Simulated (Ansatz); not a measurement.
**Cl: what symmetry allows forces and stress to be**

```
Cl
1.0
     3.09504   -2.20960   -0.00116
     3.09504    2.20960    0.00116
     0.00000    0.00430    8.91436
Cl
4
Direct
  0.14969 0.85031 0.07530
  0.65389 0.34611 0.36934
  0.85031 0.14969 0.92470
  0.34611 0.65389 0.63066
```

The calculation used Ansatz 0.2.0, DFT PBEsol, scalar-relativistic, plane waves, PAW.

Cutoff 420 eV; k points 8×8×4 on the computed 4-atom cell (Γ-centred); Gaussian smearing, width 0.02 eV; no spin polarisation.

This distorted cell has space group C2/m, with 4 operations.

**Question.** Without a calculation: in which directions can each atom feel a force?

**Answer.** A force must be left unchanged by every operation that keeps its atom in place, so it lies in the space that those operations leave fixed. Atoms that the group maps onto each other feel forces of one size.
```
atom site symmetry operations at the site equivalent to atom allowed force (Cartesian)
 Cl1              m                       2                   1  in the plane normal to (1.00, 0.00, 0.00)
 Cl2              m                       2                   2  in the plane normal to (1.00, 0.00, 0.00)
 Cl3              m                       2                   1  in the plane normal to (1.00, 0.00, 0.00)
 Cl4              m                       2                   2  in the plane normal to (1.00, 0.00, 0.00)
```

That leaves 4 independent force components of 12. A relaxation in this cell that keeps the symmetry moves the atoms in these directions alone.

**Question.** And the stress tensor?

**Answer.** It must be invariant under the point group, which leaves 4 independent components: xz, xy vanish.

**Question.** Do the computed values obey this?

**Answer.** Yes. Forces (eV/Å):
```
Cl1  0.000 -1.500  2.320
Cl2  0.000  1.014  1.852
Cl3  0.000  1.500 -2.320
Cl4  0.000 -1.014 -1.852
```

Stress (GPa, compression positive, xx yy zz yz xz xy): 0.41 -0.01 -4.75 -7.07 0.00 0.00. The program imposes the same operations on density, forces and stress, so this confirms the analysis and is no independent test of the calculation.

The cell holds molecules, and where no dispersion correction was added their binding is poorly described.